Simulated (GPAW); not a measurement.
Runs of GPAW 26.7.0 on LiF (Griceite). It takes space group Fm-3m (No. 225, cubic). The conventional cell has a = 4.028 Å, b = 4.028 Å, c = 4.028 Å, α = 90.00°, β = 90.00°, γ = 90.00°. Around F (site symmetry m-3m) lie 6 Li at 2.01 Å. Li (site symmetry m-3m) is surrounded by 6 F at 2.01 Å. 

| task | level | potentials or basis | cell | cutoff (eV) | smearing | band path | band points | optimizer | fmax | max steps | grid spacing | gap on the mesh (eV) | pressure (GPa) |
| --- | --- | --- | --- | --- | --- | --- | --- | --- | --- | --- | --- | --- | --- |
| band structure | PBE | GPAW PAW data sets (gpaw-data 1.2.1), lcao:dzp | as given | - | fermi-dirac 0.05 eV | GXWKGLUWLK,UX | 80 | - | - | - | 0.2 Å | (c) | - |
| band structure | WC | PAW data sets generated in the run's folder for this functional, pw | as given | 800 | fermi-dirac 0.05 eV | GXWKGLUWLK,UX | 60 | - | - | - | - | 8.91 | -2.1 |
| band structure | PBEint | PAW data sets generated in the run's folder for this functional, pw | as given | 800 | fermi-dirac 0.05 eV | GXWKGLUWLK,UX | 100 | - | - | - | - | 8.98 | -0.1 |
| single point | PBEsol | PAW data sets generated in the run's folder for this functional, pw | as given | 800 | fermi-dirac 0.05 eV | - | - | - | - | - | - | 8.88 | (a) |
| relaxation of cell and atoms | PBEsol+D3(BJ) | PAW data sets generated in the run's folder for this functional, pw | relaxed | 800 | gaussian 0.01 eV | - | - | BFGS | 0.05 eV/Å | 40 | - | 9.61 | 0.5 |
| band structure | TPSS | GPAW PAW data sets (gpaw-data 1.2.1), pw | as given | 800 | fermi-dirac 0.05 eV | GXWKGLUWLK,UX | 100 | - | - | - | - | (d) | (b) |
| band structure | PBE | GPAW PAW data sets (gpaw-data 1.2.1), newer versions, pw | as given | 800 | fermi-dirac 0.05 eV | GXWKGLUWLK,UX | 80 | - | - | - | - | 9.07 | 3.2 |

Alike in all rows: no spin polarisation; k mesh 11 × 11 × 11.

Fill in the values left out.

(a) -2.5; (b) 1.5; (c) 8.96; (d) 9.24.

Caveats: an odd mesh through Γ misses points on the zone boundary, where band edges often lie (some runs); the real-space grid adds noise to forces (some runs); the basis of atomic orbitals isn't converged, which shifts pressures, moduli and gaps (some runs); later steps reuse the first step's grids (some runs); the PAW data sets were made with another functional, which shifts forces and pressure a little (some runs).

Not every run made on this cell is shown here.
